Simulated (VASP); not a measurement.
## BeS (strained measured structure): one PBE single-point calculation in two programs

```
Be S
1.0
     0.00000    2.46766    2.43431
     2.43431    0.00000    2.43431
     2.43431    2.46766    0.00000
Be S
1 1
Cartesian
  0.0000 0.0000 0.0000
  1.2172 1.2338 1.2172
```

Each program uses its own PAW datasets. VASP's cell holds 8 valence electrons and Ansatz's 8. Ansatz's stress includes a Pulay correction; VASP's doesn't.

Cutoffs: 520 eV in VASP, 420 eV in Ansatz. k meshes: 10×10×10 and 10×10×10.

```json
{"": "gap between bands v and c", "VASP": "3.11 eV", "Ansatz": "3.11 eV"}
{"": "least direct gap", "VASP": "5.56 eV", "Ansatz": "5.55 eV"}
{"": "pressure", "VASP": "-0.8 GPa", "Ansatz": "-0.8 GPa"}
```

Band v is the last that the valence electrons fill when counted band by band, and c is the next. Levels in eV from the top of v, Ansatz:

```csv
point,v−1,v,c,c+1
Γ,0.00,0.00,5.63,5.63
X,-2.62,-2.60,3.11,4.86
K,-3.98,-2.07,4.44,7.54
L,-1.09,-0.96,5.34,6.47
W,-3.75,-3.25,6.46,8.10
```

VASP:

```csv
point,v−1,v,c,c+1
Γ,0.00,0.00,5.65,5.65
X,-2.62,-2.60,3.11,4.87
K,-3.98,-2.07,4.45,7.58
L,-1.09,-0.96,5.35,6.50
W,-3.76,-3.25,6.47,8.14
```
